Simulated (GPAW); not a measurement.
A run of GPAW 26.7.0 is set up as follows.

File run.py:

```python
from ase.dft.bandgap import bandgap
from ase.io import read, write
from ase.units import GPa
from gpaw import GPAW, PW

atoms = read('PbS.xyz')

calc = GPAW(mode=PW(600),
            xc='PBE',
            kpts={'size': (8, 8, 8), 'gamma': True},
            occupations={'name': 'fermi-dirac', 'width': 0.05},
            nbands=19,
            convergence={'density': 1e-05, 'energy': 1e-05},
            maxiter=150,
            txt='gpaw.txt')
atoms.calc = calc
energy = atoms.get_potential_energy()
forces = atoms.get_forces()
stress = atoms.get_stress()
calc.write('gs.gpw')
write('result.traj', atoms)
print(f'Energy: {energy:.6f} eV')
print('Forces (eV/A):')
print(forces.round(4))
print('Stress (GPa):', (stress / GPa).round(3))
print('Fermi level:', round(calc.get_fermi_level(), 4), 'eV')
print(f'Gap: {bandgap(calc)[0]:.4f} eV, direct: {bandgap(calc, direct=True)[0]:.4f} eV')
```

File PbS.xyz:

```xyz
2
Lattice="0.0000000000 2.9657500000 2.9657500000 2.9657500000 0.0000000000 2.9657500000 2.9657500000 2.9657500000 0.0000000000" Properties=species:S:1:pos:R:3 pbc="T T T"
Pb     0.0343582138     -0.0408917610      0.0069665468
S      2.9726690948      2.9387794695      2.9632735988
```

Potentials or basis: GPAW PAW data sets (gpaw-data 1.2.1), pw.

Launch:

```sh
$ OMP_NUM_THREADS=1 python run.py
```

Predict the band gap on the k mesh.

0.31 eV, direct.

Predict the pressure.

2.0 GPa.

Forces in eV/Å, atoms in the order of the input:
```
Pb  -0.011  0.005 -0.004
S    0.011 -0.006  0.004
```

Caveat: spin-orbit coupling is left out, which as a rule narrows the gap of such compounds by several tenths of an eV. A k mesh can miss the band edges.
